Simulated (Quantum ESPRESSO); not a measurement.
**Ta in Quantum ESPRESSO: the effect of dispersion**

Crystal: Ta.

```
CELL_PARAMETERS angstrom
-1.65128 1.65128 1.65128
1.65128 -1.65128 1.65128
1.65128 1.65128 -1.65128
ATOMIC_POSITIONS crystal
Ta 0.00000 0.00000 0.00000
```

Alike in all runs:

| Property | Result |
| --- | --- |
| Program | Quantum ESPRESSO 7.5 |
| Task | phonons |
| Potentials or basis | SPMS 1.0 PBE |
| Cutoff | 707 eV |
| Density cutoff | 2830 eV |
| k mesh | 11 × 11 × 11 |
| Occupations | cold, width 0.2 eV |
| Spin | no spin polarisation |

Each run relaxes the cell or the atoms first.

```tsv
dispersion	functional	relaxed volume (Å³/atom)	highest phonon frequency (cm⁻¹)
none	PBE	18.22	136
D2	PBE	?	?
rVV10	rPW86PBE	18.46	136
rev-vdW-DF2	rev-vdW-DF2	17.90	139
```

Task: What does the run with dispersion D2 give?

Result: Relaxed volume 17.47 Å³/atom; highest phonon frequency 131 cm⁻¹.

Caveats: the q point doesn't lie on the k mesh, which can shift a metal's frequencies strongly unless the mesh is converged; pairwise dispersion overbinds metals, which lowers pressure and volume (some runs); the potentials were made for another functional, which shifts forces and pressure (some runs).
